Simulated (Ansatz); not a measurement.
Molecular dynamics on a 2×2×1 supercell (12 atoms) of TiS2 (P-3m1), relaxed with r2SCAN+rVV10. Forces come from PBE in the PAW code Ansatz: a Nosé-Hoover thermostat at fixed volume, 1000 K, steps of 1.5 fs. Classical nuclei, no spin polarisation; a few dozen steps show the first response, not equilibrium.

```yaml
crystal:
  lattice:
    - [6.8218237439, -1.0e-10, 0.0]
    - [-3.4109118719, 5.9078726624, 0.0]
    - [0.0, 0.0, 5.7407101477]
  atoms:
    - { symbol: Ti, position: [0.0, 0.0, 0.0] }
    - { symbol: S, position: [0.1666666667, 0.3333333333, 0.2448339576] }
    - { symbol: S, position: [0.3333333333, 0.1666666667, 0.7551660424] }
    - { symbol: Ti, position: [0.0, 0.5, 0.0] }
    - { symbol: S, position: [0.1666666667, 0.8333333333, 0.2448339576] }
    - { symbol: S, position: [0.3333333333, 0.6666666667, 0.7551660424] }
    - { symbol: Ti, position: [0.5, 0.0, 0.0] }
    - { symbol: S, position: [0.6666666667, 0.3333333333, 0.2448339576] }
    - { symbol: S, position: [0.8333333333, 0.1666666667, 0.7551660424] }
    - { symbol: Ti, position: [0.5, 0.5, 0.0] }
    - { symbol: S, position: [0.6666666667, 0.8333333333, 0.2448339576] }
    - { symbol: S, position: [0.8333333333, 0.6666666667, 0.7551660424] }
kpoints:
  mp_grid: { grid: [3, 3, 3] }
hamiltonian:
  xc: pbe
scf:
  occupations: { method: fermi_dirac, width: 0.086 }
md:
  ensemble: nvt_nose_hoover
  temperature: 1000
  timestep: 1.5
  n_steps: 30
  initial_velocities: maxwell_boltzmann
  seed: 5205
```

Run as `ansatz run input.yaml --threads 4 --pin off --max-ram 3686MiB --backend cpu --events-out ev --progress --plain --runs-dir out`.

Q: What wall time did it need on 4 threads of Arm Neoverse N1 (shared host), and how much host memory at the peak?

A: About 2.8 min, with a peak of 0.82 GiB.

```csv
step,t (fs),T (K),free energy F from step 0 (meV/atom),kinetic energy (meV/atom),largest force (eV/Å)
0,0,1000,0.0,118.5,0.13
1,1.5,996,0.4,118.0,0.23
2,3,984,1.9,116.6,0.36
3,4.5,964,4.3,114.2,0.51
4,6,936,7.6,110.9,0.67
5,7.5,900,11.8,106.7,0.85
6,9,859,16.7,101.8,1.03
7,10.5,812,22.3,96.3,1.21
8,12,762,28.4,90.2,1.39
9,13.5,708,34.7,83.9,1.57
10,15,653,41.3,77.4,1.74
11,16.5,598,47.8,70.9,1.90
12,18,546,54.1,64.7,2.04
13,19.5,497,60.0,58.8,2.16
14,21,452,65.4,53.6,2.25
15,22.5,414,70.0,49.0,2.31
16,24,382,73.9,45.3,2.33
17,25.5,358,76.9,42.4,2.32
18,27,340,79.0,40.3,2.27
19,28.5,330,80.4,39.1,2.19
20,30,325,81.0,38.6,2.09
21,31.5,327,80.9,38.7,1.95
22,33,332,80.4,39.4,1.80
23,34.5,341,79.5,40.4,1.71
24,36,352,78.4,41.7,1.67
25,37.5,364,77.1,43.2,1.63
26,39,377,75.8,44.7,1.57
27,40.5,389,74.6,46.1,1.50
28,42,401,73.5,47.5,1.41
29,43.5,411,72.5,48.7,1.47
30,45,420,71.8,49.8,1.55
```

The temperature starts at 1000 K, is lowest at step 20 (325 K, 30 fs) and ends at 420 K. The thermostat hasn't had time to restore it. The atoms start on their lattice sites with kinetic energy alone, so much of it first passes into potential energy. By the last step the atoms have moved 0.20 Å in the root mean square, the drift of the whole cell taken out, 0.29 Å at most.

Positions (Å) and forces (eV/Å) at step 30:
```
Ti  -0.196  -0.071  -0.015     0.626   0.502  -0.171
S   -0.258   1.886   1.392     1.311  -0.014   0.191
S    1.706   0.957   4.447    -0.132   0.041  -0.514
Ti  -1.503   3.141   0.006    -0.656  -0.620  -1.261
S   -1.676   4.847   1.408    -0.098   0.785   0.441
S    0.065   4.081   4.264    -0.436  -0.818   0.746
Ti   3.427   0.158   0.109    -0.008  -0.629   0.013
S    3.253   2.039   1.550     0.195  -0.340  -0.714
S    5.098   0.733   4.235    -0.024   0.832   0.337
Ti   1.844   2.935  -0.101    -0.428   0.031   0.268
S    1.761   4.935   1.489    -0.390  -0.295  -0.305
S    3.453   3.772   4.178     0.040   0.526   0.969
```
